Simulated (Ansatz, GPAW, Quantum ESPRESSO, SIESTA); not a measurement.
**Pb: programs and potentials compared**

```xyz
1
Lattice="0.0000 2.4750 2.4750 2.4750 0.0000 2.4750 2.4750 2.4750 0.0000" Properties=species:S:1:pos:R:3 pbc="T T T"
Pb    0.0000    0.0000    0.0000
```

Alike in all runs: task band structure; functional PBE; k mesh 9 × 9 × 9; occupations fermi-dirac, width 0.05 eV; no spin polarisation; no spin-orbit coupling. Pressure is positive in compression and, in plane waves, holds the error of the finite cutoff, which Ansatz's Pulay term estimates and takes out.

```json
{"program and potentials": "SIESTA, files PseudoDojo sr-pbe-0.4.1-standard, DZP (energy shift 0.003 Ry; two zetas on semicore shells)", "plane-wave cutoff (eV)": "-", "notes": "atomic basis; 14 valence electrons an atom on average", "pressure (GPa)": "2.83"}
{"program and potentials": "Ansatz, SPMS NC", "plane-wave cutoff (eV)": "381", "notes": "14 valence electrons an atom on average; Pulay term of +0.03 GPa included", "pressure (GPa)": "2.26"}
{"program and potentials": "Quantum ESPRESSO, PseudoDojo 0.4.1 SR PBE standard", "plane-wave cutoff (eV)": "762", "notes": "14 valence electrons an atom on average", "pressure (GPa)": "2.25"}
{"program and potentials": "Ansatz, all-electron LAPW, scalar-relativistic", "plane-wave cutoff (eV)": "-", "notes": "-", "pressure (GPa)": "2.27"}
{"program and potentials": "Quantum ESPRESSO, PseudoDojo 0.4 SR PBE stringent", "plane-wave cutoff (eV)": "1225", "notes": "22 valence electrons an atom on average", "pressure (GPa)": "2.27"}
{"program and potentials": "Ansatz, Ansatz NC", "plane-wave cutoff (eV)": "850", "notes": "14 valence electrons an atom on average", "pressure (GPa)": "2.32"}
{"program and potentials": "Quantum ESPRESSO, SPMS 1.0 PBE", "plane-wave cutoff (eV)": "680", "notes": "14 valence electrons an atom on average", "pressure (GPa)": "2.25"}
{"program and potentials": "GPAW, PAW data sets generated for this functional", "plane-wave cutoff (eV)": "600", "notes": "14 valence electrons an atom on average", "pressure (GPa)": "2.01"}
```

The pressure spans 2.01 (GPAW, PAW data sets generated for this functional) to 2.83 GPa (SIESTA, files PseudoDojo sr-pbe-0.4.1-standard, DZP (energy shift 0.003 Ry; two zetas on semicore shells)), with all-electron results at 2.27. Rows in atomic bases carry the error of their basis and grid, which can be large.

Differences between rows come from potentials, basis sets and numerical settings, since the functional is the same but for its coding. Runs on potential files found faulty are left out.
